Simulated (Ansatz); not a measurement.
## MnAs: from the end of a run back to its start

MnAs is taken as an experimental structure (space group Pnma), 8 atoms in the cell. The computed pressure is over 10 GPa in size, so the cell is far from the computed equilibrium volume (the chosen U may not suit it). Source: COD entry 1532165; it may be a high-temperature, high-pressure or metastable form.

```
As Mn
1.0
     5.72320    0.00000    0.00000
     0.00000    3.67230    0.00000
     0.00000    0.00000    6.36700
As Mn
4 4
Direct
  0.27450 0.25000 0.91840
  0.22550 0.75000 0.41840
  0.77450 0.25000 0.58160
  0.72550 0.75000 0.08160
  0.99530 0.25000 0.22290
  0.50470 0.75000 0.72290
  0.49530 0.25000 0.27710
  0.00470 0.75000 0.77710
```

Numbers behind element symbols give the atom's place in this list.

Theory: DFT, PBE+U, PAW, plane waves, scalar-relativistic in Ansatz development build ahead of 0.2.0.

```yaml
Hubbard_term_Dudarev_form: U − J = 3.9 eV on Mn d, on Löwdin-orthonormalised all-electron atomic orbitals
Plane-wave_cutoff: 420 eV
k-point_mesh: 4×6×4 (Γ-centred)
Occupations: Fermi–Dirac smearing, 0.1 eV
Valence_electrons: 120
```

The total moment includes the space between the atomic spheres.

A static U favours moments and orbital order; the result depends on U and need not be the measured state.

The mesh is too coarse to rank close states of a metal with certainty: differences of some tens of meV/atom may change, at times in sign.

“Plain SCF” means no search for lower states.

One run gave this history:

```csv
iteration,Harris–Foulkes energy + 35009 (eV),largest residual (eV),M (μB),absolute moment (μB)
1,0.6510,1.39e+01,16.56,19.02
2,-2.1049,7.79e+00,16.33,18.89
3,-3.5540,4.44e+00,16.21,18.75
4,-4.3269,2.37e+00,16.15,18.63
5,-4.7477,1.31e+00,16.11,18.54
6,-4.9752,7.30e-01,16.08,18.46
7,-5.0898,3.92e-01,16.06,18.43
8,-5.1543,2.25e-01,16.04,18.38
9,-5.1906,1.28e-01,16.03,18.34
10,-5.2376,1.27e-03,15.99,18.21
11,-5.2376,1.82e-04,15.99,18.20
13,-5.2376,8.16e-06,16.00,18.20
14,-5.2376,2.52e-06,16.00,18.20
15,-5.2376,5.67e-07,16.00,18.20
16,-5.2376,2.71e-08,16.00,18.20
```

It ended ferromagnetic, site moments As1 -0.19, As2 -0.19, As3 -0.19, As4 -0.19, Mn5 4.00, Mn6 4.00, Mn7 4.00, Mn8 4.00 μB, total 16.00 μB per cell, no gap on the k-mesh.

Q: These set-ups ended in different states. Which one gave the run above?
A. usual moments times 1.4, signs ++++, plain SCF [Mn5 6.30, Mn6 6.30, Mn7 6.30, Mn8 6.30 μB]
B. opposed moments +-+-, plain SCF [Mn5 4.50, Mn6 -4.50, Mn7 4.50, Mn8 -4.50 μB]
C. opposed moments +--+, plain SCF [Mn5 4.50, Mn6 -4.50, Mn7 -4.50, Mn8 4.50 μB]
D. opposed moments ++--, plain SCF [Mn5 4.50, Mn6 4.50, Mn7 -4.50, Mn8 -4.50 μB]

A: A. The others ended as follows, with energies against this run: “opposed moments +-+-, plain SCF” antiferromagnetic, +77.1 meV/atom; “opposed moments +--+, plain SCF” antiferromagnetic, +90.7 meV/atom; “opposed moments ++--, plain SCF” antiferromagnetic, +34.1 meV/atom.
